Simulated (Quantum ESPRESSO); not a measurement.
# Pb: equation of state with r2SCAN

Pb:

```
Pb
1.0
     3.48000    0.00000    0.00000
    -1.74000    3.01377    0.00000
     0.00000    0.00000    5.59000
Pb
2
Direct
  0.66667 0.33333 0.75000
  0.33333 0.66667 0.25000
```

This isn't the form of Pb at room conditions, which is fcc.

```json
{
 "Program": "Quantum ESPRESSO 7.5",
 "Task": "equation of state",
 "Functional": "r2SCAN",
 "Potentials or basis": "SG15 PBE 1.2",
 "Cutoff": "762 eV",
 "Density cutoff": "3048 eV",
 "k mesh": "7 × 7 × 4",
 "Occupations": "fermi-dirac, width 0.05 eV",
 "Spin": "no spin polarisation",
 "Symmetry": "off",
 "Mixing beta": "0.5",
 "Most SCF iterations": "120",
 "SCF threshold": "1e-08 Ry"
}
```

```
Equilibrium volume                        : 29.84 Å³/atom
Bulk modulus at fixed shape and positions : 46 GPa
Pressure derivative of the bulk modulus   : 6.1
```

Energy against volume, from the lowest point:
| volume (Å³/atom) | energy (meV/atom) |
| --- | --- |
| 27.555 | 30.11 |
| 28.141 | 15.82 |
| 28.727 | 6.43 |
| 29.314 | 1.34 |
| 29.900 | 0.00 |
| 30.486 | 1.90 |
| 31.073 | 6.62 |

All runs of the series together: 13 min on 2 threads of Intel(R) Xeon(R) Platinum 8488C (Sapphire Rapids), on a shared host.

Caveat: the k mesh is coarse; the potentials were made for another functional, which shifts forces and pressure; the cell was scaled at fixed shape and fractional positions, which overstates the stiffness of a crystal with free parameters, most of all of layers and chains. The run has no spin-orbit coupling, so splittings on Pb are missing.
